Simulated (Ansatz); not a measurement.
Mg₂Si (Fm-3m) from a database structure was put through Ansatz (plane waves). The cell was relaxed beforehand with r2SCAN.

The cell:
```cif
data_structure
_symmetry_space_group_name_H-M 'P 1'
_symmetry_Int_Tables_number 1
_cell_length_a 4.4816
_cell_length_b 4.4816
_cell_length_c 4.4816
_cell_angle_alpha 60.000
_cell_angle_beta 60.000
_cell_angle_gamma 60.000
_cell_volume 63.65
loop_
_atom_site_label
_atom_site_type_symbol
_atom_site_fract_x
_atom_site_fract_y
_atom_site_fract_z
_atom_site_occupancy
Mg1 Mg 0.25000 0.25000 0.25000 1
Mg2 Mg 0.75000 0.75000 0.75000 1
Si1 Si 0.00000 0.00000 0.00000 1
```

Main lines of the log:
```
Crystal: 3 atoms, lattice volume = 63.648 Å³
Basis set: ecut = 420 eV, 1243 PW (Γ)
Bands: 16, of which v1, the nominal top of the filled ones, is band 12 counted from 1 (11 counted from 0)
Symmetry: 48 space group operations
Space group: Fm-3m (ITA 225)
k-points: 16 of 216
[warm-up without exact exchange]
SCF 1 stopped early in 4 iterations: F = -4483.865122 eV  dr2 = 4.93e-7
[exact exchange on]
Exchange kernel: α = 0.2500, full range, Wigner–Seitz truncation, v(0) = 19894.7143 eV·Å³, q-mesh 6×6×6
preconditioner: auto → none  [insulator: Δε(μ)=1.135 eV  ℏωp=13.2 eV]
SCF 2 stopped early in 6 iterations: F = -4485.463402 eV  dr2 = 6.30e-6
hybrid outer 1: dexx = +6.744e-3 eV, tail = 6.37e-5 eV
SCF 3 converged in 2 iterations: F = -4485.463316 eV  dr2 = 9.08e-8
hybrid outer 2: dexx = +3.242e-7 eV, tail = 2.42e-7 eV, Δε = 3.08e-3 eV
hybrid SCF converged: 2 outer / 8 inner (+4 warm-up)
Free energy (F): -4485.463317 eV
Fermi energy:    5.373326 eV
--- Per-component energies (eV) ---
  E_band       = -784.293004
  E_kinetic    = 190.986076
  E_local      = -3395.016646
  E_nonlocal   = 215.033415
  E_hartree    = 1233.045163
  E_xc         = -87.463670
  E_vxc        = -94.114653
  E_exx        = -117.648953
  E_paw        = -1005.927326
  E_vpaw       = 68.026010
  E_ewald      = -1518.345787
  E_core_change = -0.125589
--- G₀W₀: contour deformation, 7 samples at zero and on the imaginary axis and 2 off it, 216 q-points, 471 empty bands' worth ---
    ik  band        ε_KS         Σx   Σc(E_QP)       V_xc       Z   E_QP_lin       E_QP  E_QP is
     0    11      5.3733   -12.4432     0.4555   -11.8786  0.7794     5.2641     5.2642  root
     0    12      5.3733   -12.4432     0.4555   -11.8786  0.7794     5.2641     5.2642  root
     0    13      8.5290    -6.8833    -3.8533   -10.3191  0.7848     8.1135     8.1115  root
     0    14      9.1612    -5.7973    -3.7057    -9.1279  0.7801     8.7879     8.7861  root
     1    11      5.1013   -12.4461     0.5352   -11.8212  0.7780     5.0114     5.0115  root
     1    12      5.1013   -12.4461     0.5352   -11.8212  0.7780     5.0114     5.0115  root
     1    13      8.5392    -6.4453    -3.7176    -9.7792  0.7848     8.1572     8.1556  root
     1    14      9.6085    -5.7034    -3.8522    -9.1445  0.7746     9.1997     9.1974  root
     2    11      4.7191   -12.5907     0.6907   -11.8329  0.7751     4.6520     4.6520  root
     2    12      4.7191   -12.5907     0.6907   -11.8329  0.7751     4.6520     4.6520  root
     2    13      8.0395    -6.7162    -3.6218    -9.9668  0.7880     7.6696     7.6682  root
     2    14      9.4261    -5.0813    -3.8403    -8.5013  0.7783     9.0081     9.0057  root
     3    11      4.5769   -12.6765     0.7555   -11.8589  0.7739     4.5148     4.5148  root
     3    12      4.5769   -12.6765     0.7555   -11.8589  0.7739     4.5148     4.5148  root
     3    13      7.8528    -6.8418    -3.5875   -10.0606  0.7889     7.4853     7.4840  root
     3    14      9.1342    -4.9733    -3.7705    -8.3334  0.7818     8.7260     8.7238  root
     4    11      4.5140   -12.3769     0.7326   -11.5943  0.7744     4.4641     4.4641  root
     4    12      4.5140   -12.3769     0.7326   -11.5943  0.7744     4.4641     4.4641  root
     4    13      8.3307    -6.0176    -3.5692    -9.2293  0.7866     7.9745     7.9731  root
     4    14      9.3559    -5.2469    -3.8984    -8.6826  0.7780     8.8962     8.8932  root
     6    11      3.2222   -12.6428     1.1427   -11.5312  0.7606     3.2533     3.2533  root
     6    12      4.0806   -12.5959     0.9161   -11.6494  0.7703     4.0501     4.0501  root
     6    13      7.9877    -5.4288    -3.5538    -8.5952  0.7900     7.6018     7.6003  root
     6    14      9.7949    -6.1488    -4.0061    -9.6851  0.7706     9.3283     9.3251  root
     8    11      3.5168   -12.3708     1.0386   -11.3516  0.7652     3.5363     3.5363  root
     8    12      5.0694   -12.5822     0.5544   -11.9360  0.7774     4.9776     4.9777  root
     8    13      9.1211    -6.0112    -3.8453    -9.4548  0.7800     8.7213     8.7193  root
     8    14      9.9000    -6.4406    -3.9816    -9.9637  0.7696     9.4446     9.4415  root
     9    11      3.5131   -12.6512     1.1438   -11.5118  0.7642     3.5175     3.5175  root
     9    12      3.5131   -12.6512     1.1438   -11.5118  0.7642     3.5175     3.5175  root
     9    13      7.2778    -6.2260    -3.3627    -9.2482  0.7922     6.9384     6.9373  root
     9    14      7.3250    -4.6686    -3.4025    -7.6726  0.7954     6.9279     6.9264  root
    10    11      2.3250   -12.5672     1.5166   -11.1452  0.7465     2.4195     2.4197  root
    10    12      3.4086   -12.7057     1.1857   -11.5279  0.7630     3.4165     3.4165  root
    10    13      7.0310    -5.3064    -3.3224    -8.2572  0.7954     6.6606     6.6594  root
    10    14      8.4520    -5.7656    -3.6648    -9.0007  0.7836     8.0244     8.0223  root
  […]
```

The points are ik 0 = (0, 0, 0) (Γ), ik 1 = (0, 0, 1/6), ik 2 = (0, 0, 1/3), ik 3 = (0, 0, -1/2), ik 4 = (0, 1/6, 1/6), ik 6 = (0, 1/6, -1/2), ik 8 = (0, 1/6, -1/6), ik 9 = (0, 1/3, 1/3), ik 10 = (0, 1/3, -1/2), ik 12 = (0, -1/2, -1/2); band 12 is the last filled one.

Question: Which of these blocks stood in the input: relax, gw, phonons, dielectric, magnetization (spin_orbit)?

Answer: gw. The quasiparticle table needs the gw block.

Question: Which k mesh was typed?

Answer: 6×6×6, Γ-centred.

Question: How were the bands filled?

Answer: Fixed occupations.

Question: Which functional?

Answer: PBE0. The exchange loop and the term E_exx show exact exchange. The lines shown narrow the functional down without fixing it; this is the one that was run.

Wall time 2.2 min on 1 × NVIDIA H100 80GB HBM3 with 4 threads of AMD EPYC 7R13 Processor (Zen 3), with other jobs on the host, load about 2.4 per core; peak host memory 2.4 GiB.

No spin polarisation and no zero-point or thermal motion.
